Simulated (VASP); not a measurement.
The system is SnS.

```
Sn S
1.0
    11.10224    0.00000    0.00000
     0.00000    3.98561    0.00000
     0.00000    0.00000    4.22986
Sn S
4 4
Direct
  0.11852 0.25000 0.10999
  0.38148 0.75000 0.60999
  0.61852 0.25000 0.39001
  0.88148 0.75000 0.89001
  0.85325 0.25000 0.47437
  0.64675 0.75000 0.97437
  0.35325 0.25000 0.02563
  0.14675 0.75000 0.52563
```

Program: VASP 6.6.1. Alike in all runs: task band structure; potentials or basis VASP PAW PBE potentials, release 64 (Sn_d, S); no spin polarisation; cell as given; k mesh 2 × 4 × 4; cutoff (eV) 520; smearing gaussian 0.03 eV.

Question: Order these runs on this cell by their band gap on the k mesh, lowest first.
A. level PBE0; exchange at q = 0 truncated
B. level PBE
C. level PBE-EpsX; exchange at q = 0 truncated; share of exact exchange 0.0586

Answer: B (0.77 eV), C (0.99 eV), A (1.74 eV).

Caveats: spin-orbit coupling is left out, which moves the levels of the heavy elements.

